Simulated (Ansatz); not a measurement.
A run of Ansatz 0.2.0 is set up as follows.

The input input.yaml:

```yaml
crystal:
  lattice:
    - [0.0, 2.2239077028, 2.2239077028]
    - [2.2239077028, 0.0, 2.2239077028]
    - [2.2239077028, 2.2239077028, 0.0]
  atoms:
    - { symbol: Mn, position: [0.0, 0.0, 0.0], spin: 4.0 }
    - { symbol: O, position: [0.5, 0.5, 0.5] }
hamiltonian:
  xc: pbesol
  pseudopotentials: { kind: paw }
magnetization:
  spin_polarized: true
kpoints:
  mp_grid: { grid: [10, 10, 10] }
  band_path:
    path:
      - [[0.0, 0.0, 0.0], [0.5, 0.0, 0.5], [0.5, 0.25, 0.75], [0.375, 0.375, 0.75], [0.0, 0.0, 0.0], [0.5, 0.5, 0.5], [0.625, 0.25, 0.625], [0.5, 0.25, 0.75], [0.5, 0.5, 0.5], [0.375, 0.375, 0.75]]
      - [[0.625, 0.25, 0.625], [0.5, 0.0, 0.5]]
    npoints: 14
scf:
  occupations: { method: fermi_dirac, width: 0.05 }
  n_extra_bands: 6
output:
  forces: true
  stress: true
  eigenvalues: true
  fatbands: true
```

Potentials or basis: Ansatz PAW.

Command:

```bash
$ ansatz run input.yaml --threads 2 --pin off --max-ram 5632MiB --backend cpu --events-out ev --progress --plain --runs-dir out
```

Estimate the absolute moment.

4.77 μB per cell.

What does it give for the site moments?

Mn +4.03; O +0.23 μB.

Levels at the corners of the path, in eV from the Fermi level:
Spin up:
```tsv
point	band 11	band 12	band 13	band 14	band 15	band 16
Γ	-3.20	-2.68	-2.68	-0.65	13.72	16.05
X	-2.01	-2.01	-1.89	4.87	7.66	10.21
W	-2.01	-1.97	-0.93	6.88	8.10	8.10
K	-1.94	-1.63	-0.96	6.24	7.76	7.97
Γ	-3.20	-2.68	-2.68	-0.65	13.72	16.05
L	-1.86	0.22	0.22	3.30	7.61	11.65
U	-1.94	-1.63	-0.96	6.24	7.76	7.97
W	-2.01	-1.97	-0.93	6.88	8.10	8.10
L	-1.86	0.22	0.22	3.30	7.61	11.65
K	-1.94	-1.63	-0.96	6.24	7.76	7.97
U	-1.94	-1.63	-0.96	6.24	7.76	7.97
X	-2.01	-2.01	-1.89	4.87	7.66	10.21
```
Spin down:
```
point  band 4  band 5  band 6  band 7  band 8  band 9  band 10  band 11  band 12  band 13
    Γ  -45.56  -19.77   -3.37   -3.37   -3.37    0.66     0.71     0.71     0.71     1.35
    X  -45.58  -18.83   -6.47   -4.36   -4.36   -0.90     1.95     2.15     2.40     2.40
    W  -45.59  -18.73   -5.74   -5.74   -5.26    1.24     1.24     2.14     2.40     2.90
    K  -45.58  -18.76   -6.12   -5.75   -4.67    0.39     2.15     2.19     2.35     2.81
    Γ  -45.56  -19.77   -3.37   -3.37   -3.37    0.66     0.71     0.71     0.71     1.35
    L  -45.56  -18.79   -7.44   -4.87   -4.87    1.91     1.96     1.96     3.64     3.64
    U  -45.58  -18.76   -6.12   -5.75   -4.67    0.39     2.15     2.19     2.35     2.81
    W  -45.59  -18.73   -5.74   -5.74   -5.26    1.24     1.24     2.14     2.40     2.90
    L  -45.56  -18.79   -7.44   -4.87   -4.87    1.91     1.96     1.96     3.64     3.64
    K  -45.58  -18.76   -6.12   -5.75   -4.67    0.39     2.15     2.19     2.35     2.81
    U  -45.58  -18.76   -6.12   -5.75   -4.67    0.39     2.15     2.19     2.35     2.81
    X  -45.58  -18.83   -6.47   -4.36   -4.36   -0.90     1.95     2.15     2.40     2.40
```

Caveat: a cell with one magnetic atom can't hold antiferromagnetic order, which such compounds often take; semilocal functionals often make such compounds metallic where correlation or magnetic order opens a gap, which also shifts bond lengths.
